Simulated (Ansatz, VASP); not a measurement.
One calculation of TaN, two programs

File INCAR:

```
SYSTEM = TaN
  PREC = Accurate
  ENCUT = 520
  EDIFF = 1E-6
  ISMEAR = -4
  SIGMA = 0.1
  LREAL = .FALSE.
  LASPH = .TRUE.
  NELM = 100
  ALGO = Normal
  ISIF = 2
  LWAVE = .FALSE.
  LCHARG = .FALSE.
  GGA = RE
  NBANDS = 15
```

File KPOINTS:

```
Automatic mesh
0
G
  16 16 16
  0 0 0
```

POSCAR

```
TaN
1.0
    0.0000000000      2.1742693740      2.1742693740
    2.1742693740      0.0000000000      2.1742693740
    2.1742693740      2.1742693740      0.0000000000
Ta N
1 1
Direct
    0.5000000000      0.5000000000      0.5000000000
    0.0000000000      0.0000000000      0.0000000000
```

Input for Ansatz:

```yaml
crystal:
  lattice:
    - [0.0, 2.174269374, 2.174269374]
    - [2.174269374, 0.0, 2.174269374]
    - [2.174269374, 2.174269374, 0.0]
  atoms:
    - { symbol: Ta, position: [0.5, 0.5, 0.5] }
    - { symbol: "N", position: [0.0, 0.0, 0.0] }
basis:
  ecutwfc: 520.0
kpoints:
  mp_grid: { grid: [16, 16, 16] }
hamiltonian:
  xc: revpbe
scf:
  occupations: { method: tetrahedron_uncorrected }
output:
  forces: true
  eigenvalues: true
  stress: true
```

Alike in both runs: task single point; functional revPBE; k mesh 16 × 16 × 16; no spin polarisation.

|  | VASP | Ansatz |
| --- | --- | --- |
| version | VASP 6.6.1 | Ansatz 0.2.0 |
| potentials or method | VASP PAW PBE potentials, release 64 (Ta_pv, N) | scalar-relativistic, plane waves, PAW |
| plane-wave cutoff (eV) | 520 | 520 |
| occupations | tetrahedron | tetrahedron-uncorrected |
| valence electrons in the cell | 16 | 18 |

```csv
,VASP,Ansatz,Ansatz less VASP
gap on the k mesh at the Fermi level (eV),none,none,-
pressure (GPa),22.2,21.2,-0.99
```

A gap of «none» marks a metal or a gap that the smearing closes. The two sets of potentials don't hold the same shells in valence. Ansatz warned: «band_table_not_solved_further».

Caveats: so large a pressure means that the cell lies far from this level's equilibrium, or that cutoff or potentials fall short (VASP); the potentials were made for another functional, which shifts forces and pressure (VASP). Spin-orbit coupling is left out, which matters for the levels of Ta.
